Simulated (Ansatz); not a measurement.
## Structures of KI: which is lowest?

Plane-wave DFT in Ansatz with scalar-relativistic PAW potentials, cutoff 420 eV, Γ-centred meshes chosen by cell and gap, Gaussian smearing with energies taken to zero width. Every cell was relaxed (cell and atoms) in a run of its own, within the symmetry of its start. Functional: PBE.

Relaxed structures (starts from databases or built by putting these elements on another compound's sites):
A. P-6m2, 2 atoms in the computed cell, a = 4.892 Å, c = 4.498 Å; sites (symmetry × multiplicity) K -6m2 × 1, I -6m2 × 1; start: built
B. F-43m, 2 atoms in the computed cell, a = 7.993 Å; sites (symmetry × multiplicity) K -43m × 4, I -43m × 4; start: built
C. P6_3/mmc, 4 atoms in the computed cell, a = 4.970 Å, c = 8.679 Å; sites (symmetry × multiplicity) K -3m. × 2, I -6m2 × 2; start: database
D. Pm-3m, 2 atoms in the computed cell, a = 4.340 Å; sites (symmetry × multiplicity) K m-3m × 1, I m-3m × 1; start: database
E. Fm-3m, 2 atoms in the computed cell, a = 7.178 Å; sites (symmetry × multiplicity) K m-3m × 4, I m-3m × 4; start: database

Question: Rank them by energy. Could pressure change the order?

Answer:
```tsv
structure	group	E − E(lowest) (meV/atom)	V (Å³/atom)	gap on mesh (eV)
E	Fm-3m	0.0	46.23	3.86
C	P6_3/mmc	18.9	46.42	3.78
A	P-6m2	44	46.60	3.63
D	Pm-3m	70	40.87	3.25
B	F-43m	89	63.84	3.89
```

E is lowest, 19 meV/atom under C. D is denser by 5.36 Å³/atom, so pressure favours it: ΔE/ΔV, with ΔE in eV and 1 eV/Å³ = 160.2 GPa, gives about 2.1 GPa for equal enthalpy if both cells were rigid, a rough figure since the two compress differently. Other structures may lie lower than all of these, and vibrations aren't counted.

Spin-orbit coupling is left out, which matters for the bands of heavy elements.